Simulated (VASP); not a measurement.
# GaSb (F-43m) in VASP: a series of runs

Runs on GaSb. Level: r2SCAN. Tasks: single point.

All numbers are computed with VASP 6.6.1; they aren't measurements. Logs are shortened: lines on timing, memory, paths and dates and some standing lists are left out, and cuts for length are marked.

**The experiment to reproduce.**

From a printed reference work, data compilation, for a bulk crystal of GaSb at 4.2 K: band gap 0.811 eV (direct).

The runs below are set against these values where they give the same quantity.

## 1. The cell of the first run

Symmetry: F-43m, No. 216, cubic system. Conventional cell: a = 6.159 Å, b = 6.159 Å, c = 6.159 Å, α = 90.00°, β = 90.00°, γ = 90.00°. Sb (site symmetry -43m) has 4 Ga at 2.67 Å within 3.5 Å. Ga (site symmetry -43m) has 4 Sb at 2.67 Å within 3.5 Å.

## 2. Single point, r2SCAN

Contents of POSCAR:

```
GaSb
1.0
    0.0000000000      3.0792588685      3.0792588685
    3.0792588685      0.0000000000      3.0792588685
    3.0792588685      3.0792588685      0.0000000000
Sb Ga
1 1
Direct
    0.7500000000      0.7500000000      0.7500000000
    0.0000000000      0.0000000000      0.0000000000
```

Contents of INCAR.step1:

```
SYSTEM = GaSb
PREC = Accurate ; ENCUT = 520
ISMEAR = -1 ; SIGMA = 0.05
LREAL = .FALSE. ; LASPH = .TRUE.
NELM = 80 ; NBANDS = 16
GGA = PE ; ALGO = Normal
EDIFF = 1E-4 ; LWAVE = .TRUE.
LCHARG = .FALSE.
```

Contents of INCAR.step2:

```
SYSTEM = GaSb
PREC = Accurate ; ENCUT = 520
EDIFF = 1E-6 ; ISMEAR = -1
SIGMA = 0.05 ; LREAL = .FALSE.
LASPH = .TRUE. ; NELM = 80
ALGO = Normal ; ISIF = 2
LWAVE = .FALSE. ; LCHARG = .FALSE.
METAGGA = R2SCAN ; LMIXTAU = .TRUE.
NBANDS = 16 ; ISTART = 1
```

Contents of KPOINTS:

```
regular mesh
0
G
  8 8 8
  0 0 0
```

Potentials or basis: VASP PAW PBE potentials, release 64 (Sb, Ga_d).

Launch:

```sh
cat potpaw_PBE.64/Sb/POTCAR potpaw_PBE.64/Ga_d/POTCAR > POTCAR
cp INCAR.step1 INCAR
mpirun -np 1 vasp_std > vasp.out
cp INCAR.step2 INCAR
mpirun -np 1 vasp_std > vasp.out
```

OUTCAR:

```text
SYSTEM = GaSb
   PREC = Accurate
   ENCUT = 520
   EDIFF = 1E-6
   ISMEAR = -1
   LREAL = .FALSE.
   LASPH = .TRUE.
   NELM = 80
   ISIF = 2
   METAGGA = R2SCAN
   ISTART = 1

 ion  position               nearest neighbor table
   1  0.750  0.750  0.750-   2 2.67   2 2.67   2 2.67   2 2.67
   2  0.000  0.000  0.000-   1 2.67   1 2.67   1 2.67   1 2.67

  LATTYP: Found a face centered cubic cell.
 ALAT       =     6.1585177370

  Lattice vectors:

 A1 = (   0.0000000000,   3.0792588685,   3.0792588685)
 A2 = (   3.0792588685,   0.0000000000,   3.0792588685)
 A3 = (   3.0792588685,   3.0792588685,   0.0000000000)

Analysis of symmetry for initial positions (statically):
=====================================================================
 Subroutine PRICEL returns:
 Original cell was already a primitive cell.

 Routine SETGRP: Setting up the symmetry group for a
 face centered cubic supercell.

 Subroutine GETGRP returns: Found 24 space group operations
 (whereof 24 operations were pure point group operations)
 out of a pool of 48 trial point group operations.

The static configuration has the point symmetry T_d .

Analysis of symmetry for dynamics (positions and initial velocities):
=====================================================================
 Subroutine PRICEL returns:
 Original cell was already a primitive cell.

 Routine SETGRP: Setting up the symmetry group for a
 face centered cubic supercell.

 Subroutine GETGRP returns: Found 24 space group operations
 (whereof 24 operations were pure point group operations)
 out of a pool of 48 trial point group operations.

The dynamic configuration has the point symmetry T_d .

 Subroutine INISYM returns: Found 24 space group operations
 (whereof 24 operations are pure point group operations),
 and found     1 'primitive' translations

----------------------------------------------------------------------------------------

                                     Primitive cell

  volume of cell :      58.3941

  direct lattice vectors                    reciprocal lattice vectors
     0.000000000  3.079258869  3.079258869    -0.162376735  0.162376735  0.162376735
     3.079258869  0.000000000  3.079258869     0.162376735 -0.162376735  0.162376735
     3.079258869  3.079258869  0.000000000     0.162376735  0.162376735 -0.162376735

  length of vectors
[... 73 lines left out ...]
   PREC   = accura    normal or accurate (medium, high low for compatibility)
   ISTART =      1    job   : 0-new  1-cont  2-samecut
   ICHARG =      0    charge: 1-file 2-atom 10-const
   ISPIN  =      1    spin polarized calculation?
   LNONCOLLINEAR =      F non collinear calculations
   LSORBIT =      F    spin-orbit coupling
   LASPH  =      T    aspherical Exc in radial PAW
   ENCUT  =  520.0 eV  38.22 Ry    6.18 a.u.   8.10  8.10  8.10*2*pi/ulx,y,z
   NELM   =     80;   NELMIN=  2; NELMDL=  0     # of ELM steps
   EDIFF  = 0.1E-05   stopping-criterion for ELM
   LREAL  =      F    real-space projection
   EDIFFG = 0.1E-04   stopping-criterion for IOM
   NSW    =      0    number of steps for IOM
   IBRION =     -1    ionic relax: 0-MD 1-quasi-New 2-CG
   NFREE  =      0    steps in history (QN), initial steepest desc. (CG)
   ISIF   =      2    stress and relaxation
   ISYM   =      2    0-nonsym 1-usesym 2-fastsym
   POTIM  = 0.5000    time-step for ionic-motion
   TEBEG  =    0.0;   TEEND  =   0.0 temperature during run
   PSTRESS=    0.0 pullay stress
   NELECT =      18.0000    total number of electrons
   NUPDOWN=      -1.0000    fix difference up-down
   EMIN   =  10.00;   EMAX   =-10.00  energy-range for DOS
   EFERMI =   0.00;   METHOD = LEGACY
   ISMEAR =    -1;   SIGMA  =   0.05  broadening in eV -4-tet -1-fermi 0-gaus
   EFERMI_NEDOS =   21; number of points for ismear=-14 and -15
   IALGO  =     38    algorithm
   IMIX   =      4    mixing-type and parameters
     AMIX     =   0.40;   BMIX     =  1.00
     AMIX_MAG =   1.60;   BMIX_MAG =  1.00
  volume/ion in A,a.u.               =      29.20       197.03
  Fermi-wavevector in a.u.,A,eV,Ry     =   1.105884  2.089817 16.639637  1.222979
  Thomas-Fermi vector in A             =   2.242377
   LORBIT       =      0    0 simple, 1 ext, 2 COOP (PROOUT), +10 PAW based schemes
   METAGGA = R2SCAN    functional components
   LHFCALC =     F    Hartree Fock is set to
   AEXX    =    0.0000 exact exchange contribution
   IVDW    =     0    specifies the selected vdW correction
   LEPSILON=     F    determine dielectric tensor
   LRPA    =     F    only Hartree local field effects (RPA)
 non-spin polarized calculation
  energy-cutoff  :      520.00
  volume of cell :       58.39
 maximum number of plane-waves:      1591
   NGX = 17   NGY = 17   NGZ = 17

 number of electron      17.9999997 magnetization

 Free energy of the ion-electron system (eV)
  ---------------------------------------------------
  ext. energy  EPLUGINS =         0.00000000
  ---------------------------------------------------
  free energy    TOTEN  =       -37.59940324 eV

  energy without entropy =      -37.59926750  energy(sigma->0) =      -37.59933537

 E-fermi :   4.6627     XC(G=0):  -9.6295

 val. band max:        4.4830294315   @ k =   0.0000   0.0000   0.0000
 cond. band min:       4.7827230757   @ k =   0.0000   0.0000   0.0000
 fundamental gap:      0.2996936443
 Fermi energy:         4.6626964093

 k-point     1 :       0.0000    0.0000    0.0000
  band No.  band energies     occupation
      1     -10.9778      2.00000
      2     -10.9778      2.00000
      3     -10.9777      2.00000
      4     -10.9237      2.00000
      5     -10.9237      2.00000
      6      -7.3071      2.00000
[... 433 lines left out ...]
      3     -10.9605      2.00000
      4     -10.9267      2.00000
      5     -10.9234      2.00000
      6      -5.2719      2.00000
[... 8 lines left out ...]
     15      14.6920      0.00000
     16      15.1908      0.00000

 [... further k-points ...]
[... 5 lines left out ...]
  --------------------------------------------------------------------------------------
  -------------------------------------------------------------------------------------
  Total       -0.2134342     -0.2134342     -0.2134342      0.0000000      0.0000000     -0.0000000
  in kB       -5.8560677     -5.8560677     -5.8560677      0.0000000      0.0000000     -0.0000000
  external PRESSURE =      -5.8560677 kB  Pullay stress =       0.0000000 kB

 VOLUME and BASIS-vectors are now :
 -----------------------------------------------------------------------------
  energy-cutoff  :      520.00
  volume of cell :       58.39
      direct lattice vectors                 reciprocal lattice vectors
     0.000000000  3.079258869  3.079258869    -0.162376735  0.162376735  0.162376735
     3.079258869  0.000000000  3.079258869     0.162376735 -0.162376735  0.162376735
     3.079258869  3.079258869  0.000000000     0.162376735  0.162376735 -0.162376735

 POSITION                                       TOTAL-FORCE (eV/Angst)
 -----------------------------------------------------------------------------------
      4.61889      4.61889      4.61889        -0.000000      0.000000      0.000000
      0.00000      0.00000      0.00000         0.000000     -0.000000     -0.000000
 -----------------------------------------------------------------------------------
    total drift:                                0.000003      0.000003      0.000003

  FREE ENERGIE OF THE ION-ELECTRON SYSTEM (eV)
  ---------------------------------------------------
  free  energy   TOTEN  =       -37.5994032410 eV

  energy  without entropy=      -37.5992674990  energy(sigma->0) =      -37.59933537
```

OSZICAR.step1:

```text
N       E                     dE             d eps       ncg     rms          rms(c)
DAV:   1     0.832332713925E+02    0.83233E+02   -0.85777E+03   936   0.138E+03
DAV:   2    -0.791499867019E+00   -0.84025E+02   -0.80698E+02  1072   0.302E+02
DAV:   3    -0.729198738527E+01   -0.65005E+01   -0.64842E+01  1096   0.657E+01
DAV:   4    -0.740889915631E+01   -0.11691E+00   -0.11690E+00  1192   0.980E+00
DAV:   5    -0.741160263468E+01   -0.27035E-02   -0.27034E-02  1136   0.133E+00    0.311E+00
DAV:   6    -0.737022291223E+01    0.41380E-01   -0.61633E-02  1352   0.384E+00    0.185E+00
DAV:   7    -0.735816329008E+01    0.12060E-01   -0.36919E-02  1040   0.154E+00    0.344E-01
DAV:   8    -0.735914309573E+01   -0.97981E-03   -0.43203E-03  1240   0.744E-01    0.794E-02
DAV:   9    -0.735962695053E+01   -0.48385E-03   -0.65356E-04  1064   0.198E-01    0.316E-02
DAV:  10    -0.735966743025E+01   -0.40480E-04   -0.41613E-05   976   0.402E-02
   1 F= -.73596674E+01 E0= -.73594186E+01  d E =-.497587E-03
```

Run time: 48 s. Hardware: 1 thread of AMD EPYC 9R45 (Zen 5), shared host; peak memory 0.17 GiB.

What came out:

| Property | Result |
| --- | --- |
| Free energy | -37.5994 eV |
| Pressure | -0.6 GPa |
| Band gap on the k mesh | 0.30 eV, direct |

Caveat: the PAW data sets were made with another functional, which shifts forces and pressure a little; spin-orbit coupling is left out, which moves the levels of the heavy elements.

## 3. Single point, r2SCAN

This run uses another cell than the first one, of 29.77 Å³/atom, 1.020 times its volume.

Contents of POSCAR:

```
GaSb
1.0
    0.0000000000      3.0992546163      3.0992546163
    3.0992546163      0.0000000000      3.0992546163
    3.0992546163      3.0992546163      0.0000000000
Sb Ga
1 1
Direct
    0.7500000000      0.7500000000      0.7500000000
    0.0000000000      0.0000000000      0.0000000000
```

INCAR.step1, as its differences from that of step 2:

```diff
@@ -4,3 +4,3 @@
 LREAL = .FALSE. ; LASPH = .TRUE.
-NELM = 80 ; NBANDS = 16
+NELM = 100 ; NBANDS = 16
 GGA = PE ; ALGO = Normal
```

INCAR.step2, as its differences from that of step 2:

```diff
@@ -4,3 +4,3 @@
 SIGMA = 0.05 ; LREAL = .FALSE.
-LASPH = .TRUE. ; NELM = 80
+LASPH = .TRUE. ; NELM = 100
 ALGO = Normal ; ISIF = 2
```

KPOINTS is that of step 2.

Potentials or basis: VASP PAW PBE potentials, release 64 (Sb, Ga_d).

Launch:

```sh
cat potpaw_PBE.64/Sb/POTCAR potpaw_PBE.64/Ga_d/POTCAR > POTCAR
cp INCAR.step1 INCAR
mpirun -np 1 vasp_std > vasp.out
cp INCAR.step2 INCAR
mpirun -np 1 vasp_std > vasp.out
```

Wall time 77 s (1 thread of AMD EPYC 9R45 (Zen 5), shared host); peak memory 0.19 GiB.

It converged, with:

```
Free energy            : -37.5919 eV
Pressure               : -1.5 GPa
Band gap on the k mesh : 0.16 eV, direct
```

Levels at points of the mesh, in eV from the valence-band top:
```tsv
k point	band 7	band 8	band 9	band 10	band 11	band 12
(0.00, 0.00, 0.00)	0.00	0.00	0.00	0.16	2.99	2.99
(0.50, 0.00, 0.00)	-6.38	-1.15	-1.15	0.59	4.01	4.01
(0.50, 0.50, 0.00)	-6.87	-2.56	-2.56	1.16	1.55	9.00
```

Caveat: the PAW data sets were made with another functional, which shifts forces and pressure a little; spin-orbit coupling is left out, which moves the levels of the heavy elements.

## 4. Comparison with measurements

Step 2. A measured gap of GaSb is 0.811 eV (direct; 4.2 K; a printed reference work, data compilation); the calculated 0.30 eV misses it by -0.51 eV. Spin-orbit coupling on Ga, Sb is left out. The value is that of r2SCAN on a finite k mesh, which can miss the band edges, without temperature or zero-point motion.

Step 3. Measured gap of GaSb: 0.811 eV (direct; 4.2 K; a printed reference work, data compilation). This calculation gives 0.16 eV (-0.66 eV). Spin-orbit coupling on Ga, Sb is left out. The value is that of r2SCAN on a finite k mesh, which can miss the band edges, without temperature or zero-point motion.
